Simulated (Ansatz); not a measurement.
## Two inputs for SiO2

This input was run with Ansatz:

```yaml
crystal:
  lattice:
    - [-2.4772904627, 2.4772904627, 3.6556712422]
    - [2.4772904627, -2.4772904627, 3.6556712422]
    - [2.4772904627, 2.4772904627, -3.6556712422]
  atoms:
    - { symbol: Si, position: [0.0, 0.0, 0.0] }
    - { symbol: Si, position: [0.75, 0.25, 0.5] }
    - { symbol: O, position: [0.375, 0.22178613, 0.34678613] }
    - { symbol: O, position: [0.97178613, 0.625, 0.84678613] }
    - { symbol: O, position: [0.77821387, 0.125, 0.15321387] }
    - { symbol: O, position: [0.875, 0.02821387, 0.65321387] }
kpoints:
  mp_grid: { grid: [5, 5, 5] }
scf:
  occupations: { method: fermi_dirac, width: 0.02 }
  mixing: { algorithm: broyden, beta: 0.95, ndim: 1, preconditioner: none }
  max_iter: 60
hamiltonian:
  xc: pbe
  pseudopotentials: { kind: paw }
output:
  forces: true
  stress: true
  populations: true
  efg: { quadrupole_moments_barn: { O: -0.02558 }, contact_densities: true }
```

It converged. Of its output the block on the nuclei alone is shown, without the SCF iterations, energies, forces and stress (one atom of each set):

```
--- PAW observables at the nuclei: V_zz in 10²¹ V/m², potentials from the cell's mean, atoms counted from 1 ---
  atom   1  Si V_zz =    -0.071973   η = 0.0000   by run symmetry: allowed
            electrostatic potential = -1353.317356 V   contact ρ = 12801.261794 e/Å³
  atom   3  O  V_zz =    +9.243950   η = 0.1697   by run symmetry: allowed   C_q = -5.7176 MHz
            electrostatic potential = -617.618312 V   contact ρ = 2153.514320 e/Å³
```

(1) Can these gradients be trusted, and how do they compare with a run on standard settings?

## Answers

(1) They agree with the standard run. Against the standard input the change is `scf.mixing`: not typed → {algorithm: broyden, beta: 0.95, ndim: 1, preconditioner: none}; `scf.max_iter`: not typed → 60. A site carries the number of its first atom; V_zz in 10²¹ V/m².

| site | atom | V_zz standard | η standard | V_zz here | η here |
| --- | --- | --- | --- | --- | --- |
| Si | 1 | -0.072 | 0.00 | -0.072 | 0.00 |
| O | 3 | 9.24 | 0.17 | 9.24 | 0.17 |

All printed values agree. Mixing, solver and start steer the path to self-consistency, not the state that is reached here. SCF iterations: 6 and 5. The changed input holds mixing far too strong, which doesn't reach the result here.

On the reference run: The largest force is 0.3 eV/Å, so the atoms aren't at the calculated equilibrium and relaxing them would move these values.
